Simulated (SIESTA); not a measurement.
The system is CoO.

```xyz
2
Lattice="0.0000 2.1315 2.1315 2.1315 0.0000 2.1315 2.1315 2.1315 0.0000" Properties=species:S:1:pos:R:3 pbc="T T T"
Co    0.0000    0.0000    0.0000
O     2.1315    2.1315    2.1315
```

Alike in all runs: program SIESTA 5.4.2; functional PBEsol; potentials or basis PseudoDojo 0.4 standard (PBEsol files); basis DZP (energy shift 0.003 Ry; two zetas on semicore shells); grid cutoff 800 Ry; energy shift 0.003 Ry; k mesh 11 × 11 × 11; occupations fermi-dirac, width 0.05 eV.

The same cell was started in several ways:

| start | free energy over the lowest (meV/atom) | net moment (μB) | site or absolute moments (μB) | gap |
| --- | --- | --- | --- | --- |
| collinear spin, ferromagnetic start of up to 2 μB | 0.0 | 2.98 | Co +2.60; O +0.37 | none (metal or under the smearing width) |
| collinear spin, zero start | 276.0 | 0.00 | - | none (metal or under the smearing width) |
| collinear spin, fm_larger start of up to 3.5 μB | 0.0 | 2.98 | Co +2.60; O +0.38 | none (metal or under the smearing width) |

The spin-polarised runs without a constraint all converged, yet they end up to 276 meV/atom apart: a converged run can sit in a state that isn't the lowest. A still lower state may exist.

Caveats: the basis of atomic orbitals isn't converged, which shifts pressures, moduli and gaps; semilocal functionals often make such compounds metallic where correlation or magnetic order opens a gap, which also shifts bond lengths; a cell with one magnetic atom can't hold antiferromagnetic order, which such compounds often take (some runs).
